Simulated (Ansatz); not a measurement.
The cell is COD entry 1534488, as deposited and not checked against the literature; nothing was relaxed.

Sn: DFT, PBE, PAW with Ansatz's default frozen-core files, fully relativistic files with spin-orbit coupling (Ansatz 0.2.0). What sets it apart from a plain run of this crystal: spin-orbit coupling on.

Command: `ansatz run input.yaml --threads 1 --pin off --max-ram 2048MiB --backend cpu --events-out ev --progress --plain --runs-dir out` The run took 2.4 min on 1 thread of Arm Neoverse V1, with other jobs on the host, peak memory 1 GiB.

```yaml
crystal:
  lattice:
    - [-2.91585, 2.91585, 1.59065]
    - [2.91585, -2.91585, 1.59065]
    - [2.91585, 2.91585, -1.59065]
  atoms:
    - { symbol: Sn, position: [0.0, 0.0, 0.0] }
    - { symbol: Sn, position: [0.75, 0.25, 0.5] }
kpoints:
  mp_grid: { grid: [15, 15, 15] }
  band_path:
    path:
      - [0.0, 0.0, 0.0]
      - [0.0, 0.0, 0.5]
      - [-0.5, 0.5, 0.5]
      - [0.0, 0.0, 0.0]
      - [0.3243975974, 0.3243975974, -0.3243975974]
      - [-0.3243975974, 0.6756024026, 0.3243975974]
      - [-0.5, 0.5, 0.5]
      - [0.0, 0.0, 0.5]
      - [0.25, 0.25, 0.25]
    npoints: 5
scf:
  occupations: { method: fermi_dirac, width: 0.05 }
hamiltonian:
  xc: pbe
  pseudopotentials: { kind: paw_fr }
output:
  forces: true
  stress: true
  eigenvalues: true
  efg: { contact_densities: true }
magnetization:
  noncollinear: true
  spin_orbit: true
```

Output (standing set-up lines are left out):

```
Pseudopotentials: kind: paw_fr
Pseudopotential: Sn, paw_fr, valence charge 14, recommended cutoff 420 eV (normal)#standard-fr
non-collinear run that drives no moment, with spin-orbit: no starting moment large enough to seed its density (crystal.atoms[].spin), no starting occupations that ask for one, no magnetisation constraint and no magnetic field, so the semilocal B_xc is pinned to zero
Bands: 36, of which v1, the nominal top of the filled ones, is band 28 counted from 1 (27 counted from 0)
Symmetry: 16 space group operations + 16 with time reversal
Magnetic group: BNS 141.552 (UNI 1212), of the structure as read, at distance tolerance 3.8e-5 Å
Projection manifold: j_resolved (fully-relativistic pseudo-atomic orbitals)
Non-local potential: Sn, projectors of the file, l = 0: 2, l = 1: 4, l = 2: 4, l = 3: 4
Initial density: superposition of atomic densities (chi_scale 0.1, normalization cell)
SCF iter   1: F=—  HF=-12052.629287 eV  |F-HF|=—  |Δ(HF+E_count)|=         —  Δρ=1.45e-2  dr2=9.04e-2  dr2_m=0.00e0 (ungated)  ethr=3.10e-3  |M|=0.00e0 ∫|m|=0.00e0 μB  |m|>n=0.0e0 m-floor=0.0e0 τ_xc=0.0e0  β_m=0.30  ⟨swp⟩=9.3  Hψ=28419  notcnv=0  defer=32
preconditioner: auto → Kerker (q_TF=auto, 2.445 Å⁻¹)  [metal: Δε(μ)=0.010 eV  Ē_g=20.009 eV  σ=0.050 eV  W_gap=0.05  n_scr=16 (ndim 8)  ℏωp=26.7 eV  f_vac=0.000  D(μ)=0.89/eV (n_scr^D=4)]
spin=Noncollinear: Kerker preconditioning applied to the charge; magnetization (m_x, m_y, m_z) channels mix plain (no charge-response kernel on spin).
SCF iter   2: F=—  HF=-12052.623844 eV  |F-HF|=—  |Δ(HF+E_count)|=   5.44e-3  Δρ=1.15e-2  dr2=5.67e-2  dr2_m=0.00e0 (ungated)  ethr=3.23e-4  |M|=0.00e0 ∫|m|=0.00e0 μB  |m|>n=0.0e0 m-floor=0.0e0 τ_xc=0.0e0  β_m=0.65  ⟨swp⟩=2.0  Hψ=7075  notcnv=0  defer=672
SCF iter   3: F=—  HF=-12052.624286 eV  |F-HF|=—  |Δ(HF+E_count)|=   4.42e-4  Δρ=2.80e-3  dr2=2.24e-3  dr2_m=0.00e0 (ungated)  ethr=2.02e-4  |M|=0.00e0 ∫|m|=0.00e0 μB  |m|>n=0.0e0 m-floor=0.0e0 τ_xc=0.0e0  β_m=0.82  ⟨swp⟩=2.1  Hψ=9729  notcnv=0  defer=674
SCF iter   4: F=—  HF=-12052.623647 eV  |F-HF|=—  |Δ(HF+E_count)|=   6.39e-4  Δρ=8.62e-4  dr2=3.51e-4  dr2_m=0.00e0 (ungated)  ethr=7.99e-6  |M|=0.00e0 ∫|m|=0.00e0 μB  |m|>n=0.0e0 m-floor=0.0e0 τ_xc=0.0e0  β_m=0.82  ⟨swp⟩=2.0  Hψ=9434  notcnv=0  defer=674
SCF iter   5: F=—  HF=-12052.623663 eV  |F-HF|=—  |Δ(HF+E_count)|=   1.60e-5  Δρ=1.81e-4  dr2=1.46e-5  dr2_m=0.00e0 (ungated)  ethr=1.25e-6  |M|=0.00e0 ∫|m|=0.00e0 μB  |m|>n=0.0e0 m-floor=0.0e0 τ_xc=0.0e0  β_m=0.91  ⟨swp⟩=2.2  Hψ=8649  notcnv=0  defer=674
SCF iter   6: F=—  HF=-12052.623668 eV  |F-HF|=—  |Δ(HF+E_count)|=   5.38e-6  Δρ=3.39e-5  dr2=1.04e-6  dr2_m=0.00e0 (ungated)  ethr=5.20e-8  |M|=0.00e0 ∫|m|=0.00e0 μB  |m|>n=0.0e0 m-floor=0.0e0 τ_xc=0.0e0  β_m=0.95  ⟨swp⟩=2.7  Hψ=7682  notcnv=0  defer=674
SCF iter   7: F=-12052.623668 eV  HF=-12052.623668 eV  |F-HF|=7.11e-8  |Δ(HF+E_count)|=   5.68e-8  Δρ=1.60e-5  dr2=9.28e-8  dr2_m=0.00e0 (ungated)  ethr=3.57e-10  |M|=0.00e0 ∫|m|=0.00e0 μB  |m|>n=0.0e0 m-floor=0.0e0 τ_xc=0.0e0  ⟨swp⟩=7.6  Hψ=22175  notcnv=0
SCF 1 converged in 7 iterations: F = -12052.623668 eV  dr2 = 9.28e-8
  greatest PAW one-centre occupation: 0.990 electrons in one spin orbital (limit 2), on the Sn atom at site 1 (counted from 0), in its partial waves of l = 2
NSCF: frozen V_eff on 41 k-points
SCF converged after 7 iterations
Magnetization: |M| = 0.0000 μB,  M = (+0.0000, +0.0000, +0.0000) μB
Absolute magnetization: 0.0000 μB (∫|m|)
  site 0: m = (+0.0000, +0.0000, +0.0000) μB, |m| = 0.0000 μB  (R = 1.25 Å)
  site 1: m = (+0.0000, +0.0000, +0.0000) μB, |m| = 0.0000 μB  (R = 1.25 Å)
Free energy (F): -12052.623668 eV
Harris-Foulkes:  -12052.623668 eV  (|F-HF|=7.11e-8)
Internal energy: -12052.616196 eV  (E = F + TS)
E sigma→0 (E₀):  -12052.619932 eV
Entropy (-TS):   -0.007472 eV (-3.736 meV/atom)
Fermi energy:    10.788321 eV
--- Per-component energies (eV) ---
  E_band       = -162.395500
  E_kinetic    = 373.943175
  E_local      = -1695.131378  (includes V_loc(G=0)·N_el)
  E_nonlocal   = -64.304236
  E_hartree    = 1063.077604
  E_xc         = -765.954527
  E_vxc        = -192.657268  (∫ρ·V_xc dr)
  E_paw        = -8276.857072  (= ΣΔE_a)
  E_vpaw       = -710.382208  (= ΣTr[D̂ρ^β])
  E_aug_tail   = -0.000001  (compensation charges beyond the density's cutoff)
  E_ewald      = -2687.389761
  E_smearing   = -0.007472  (= −TS)
  E_closure    = -0.000000  (closes the sum)
  Σ components = -12052.623668   (vs F -12052.623668, Δ=0.00e0)
--- Forces (eV/Å), atoms counted from 1 ---
  atom   1  Sn     0.00000000     0.00000000     0.00000000
  atom   2  Sn     0.00000000     0.00000000     0.00000000
  max |Σ_I F_I| component: 6.94e-18 eV/Å
--- Stress (GPa, compression-positive) ---
        2.966322       0.000000       0.000000
        0.000000       2.966322       0.000000
       -0.000000       0.000000       1.972017
  P = ⅓ Tr σ = 2.6349 GPa (26.349 kbar)
--- PAW observables at the nuclei: V_zz in 10²¹ V/m², potentials from the cell's mean, atoms counted from 1 ---
  atom   1  Sn V_zz =    +4.583739   η = 0.0000   by run symmetry: allowed
            electrostatic potential = -8180.988041 V   contact ρ = 1239719.400354 e/Å³
  atom   2  Sn V_zz =    +4.583739   η = 0.0000   by run symmetry: allowed
            electrostatic potential = -8180.988041 V   contact ρ = 1239719.400354 e/Å³
--- Band table (eV; the first three rows and the last of 288) ---
  k-point 0: bands = ["-11.2896", "-11.2896", "-11.2743", "-11.2743", "-11.2428", "-11.2428", "-11.1912", "-11.1912", "-10.2778", "-10.2778", "-10.2636", "-10.2636", "-10.2292", "-10.2292", "-10.2035", "-10.2035", "-10.1017", "-10.1017", "-10.0248", "-10.0248", "-0.3594", "-0.3594", "7.1939", "7.1939", "8.6010", "8.6010", "8.9923", "8.9923", "13.7692", "13.7692", "16.5855", "16.5855", "17.3169", "17.3169", "17.6309", "17.6309"]
  k-point 1: bands = ["-11.2879", "-11.2879", "-11.2742", "-11.2742", "-11.2432", "-11.2432", "-11.1912", "-11.1912", "-10.2767", "-10.2767", "-10.2648", "-10.2648", "-10.2298", "-10.2298", "-10.2000", "-10.2000", "-10.1029", "-10.1029", "-10.0275", "-10.0275", "-0.3193", "-0.3193", "6.8027", "6.8027", "8.7546", "8.7546", "9.1990", "9.1990", "13.9576", "13.9576", "16.3122", "16.3122", "16.9488", "16.9488", "17.6811", "17.6811"]
  k-point 2: bands = ["-11.2829", "-11.2829", "-11.2737", "-11.2737", "-11.2442", "-11.2442", "-11.1914", "-11.1914", "-10.2754", "-10.2754", "-10.2652", "-10.2652", "-10.2317", "-10.2317", "-10.1908", "-10.1908", "-10.1064", "-10.1064", "-10.0351", "-10.0351", "-0.1987", "-0.1987", "6.0420", "6.0420", "8.9510", "8.9510", "9.6833", "9.6833", "14.5093", "14.5093", "15.6525", "15.6525", "16.2919", "16.2919", "17.5390", "17.5390"]
  k-point 287: bands = ["-11.2802", "-11.2802", "-11.2777", "-11.2777", "-11.1946", "-11.1946", "-11.1920", "-11.1920", "-10.2719", "-10.2719", "-10.2658", "-10.2658", "-10.1685", "-10.1685", "-10.1585", "-10.1585", "-10.1404", "-10.1404", "-10.1376", "-10.1376", "3.1230", "3.1230", "3.2688", "3.2688", "5.9750", "5.9750", "6.1234", "6.1234", "15.7982", "15.7982", "15.8108", "15.8108", "19.9509", "19.9509", "20.1415", "20.1415"]
```
